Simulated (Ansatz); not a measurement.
A run of Ansatz 0.2.0 is set up as follows.

Contents of input.yaml:

```yaml
crystal:
  lattice:
    - [3.55686, 0.0, 0.0]
    - [0.0, 3.55686, 0.0]
    - [0.0, 0.0, 3.55686]
  atoms:
    - { symbol: Cd, position: [0.5, 0.5, 0.5] }
    - { symbol: Se, position: [0.0, 0.0, 0.0] }
hamiltonian:
  xc: lda
  pseudopotentials: { kind: paw }
kpoints:
  mp_grid: { grid: [6, 6, 6] }
scf:
  occupations: { method: fermi_dirac, width: 0.05 }
phonons:
  method: dfpt
```

Potentials or basis: Ansatz PAW.

Launch:

```console
$ ansatz run input.yaml --threads 2 --pin off --max-ram 5632MiB --backend cpu --events-out ev --progress --plain --runs-dir out
```

Q: Estimate the highest phonon frequency at Γ.

A: 0 cm⁻¹.

Q: Predict the most unstable mode.

A: 50i cm⁻¹.

Q: Estimate the band gap on the k mesh.

A: None (metal or under the smearing width).

Phonon frequencies in cm⁻¹ (negative: imaginary):
| q point | frequencies |
| --- | --- |
| (0.000, 0.000, 0.000) | -50 -50 -50 0 0 0 |

Caveat: some modes are imaginary.
